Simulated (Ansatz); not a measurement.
TaN: Ta on a N site

Computed with DFT PBE, scalar-relativistic, plane waves, PAW (Ansatz). Settings: 420 eV cutoff, 5×5×5 k-mesh, Gaussian smearing of 0.10 eV, no spin polarisation.

Host crystal, relaxed:

```yaml
crystal:
  lattice:
    - [5.26356, 0.00000, 0.00000]
    - [-2.63178, 4.55838, 0.00000]
    - [0.00000, 0.00000, 2.92180]
  atoms:
    - { symbol: Ta, position: [0.00000, 0.00000, 0.00000] }
    - { symbol: Ta, position: [0.33333, 0.66667, 0.50000] }
    - { symbol: Ta, position: [0.66667, 0.33333, 0.50000] }
    - { symbol: N, position: [0.50000, 0.00000, 0.00000] }
    - { symbol: N, position: [0.50000, 0.50000, 0.00000] }
    - { symbol: N, position: [0.00000, 0.50000, 0.00000] }
```

Supercell of 18 atoms, rows in host cell vectors: 1 1 -1; 0 -1 -1; -1 0 -1. Atoms relax at the host's cell, keeping the symmetry that the supercell leaves at the site. The cell is small, so energies carry finite-size errors of tenths of an eV. The host is a metal. Atoms are taken from and returned to the elements' standard states.

Spin-orbit coupling is left out, which matters for the bands and energies of heavy elements.

Defect: Ta on a N site at (0.500, 0.000, 0.000) of the host cell.

**Question.** What is the formation energy of the neutral defect?

**Answer.** 8.76 eV.

**Question.** Does the neutral defect carry a moment, and how do its surroundings relax?

**Answer.** The neutral run had no spin polarisation, so a moment wasn't tested. The nearest neighbours before are 4 Ta at 2.11 Å; after relaxation the atoms near the site are 4 N at 2.17 Å, 4 Ta at 2.47 Å; the largest move is 0.71 Å.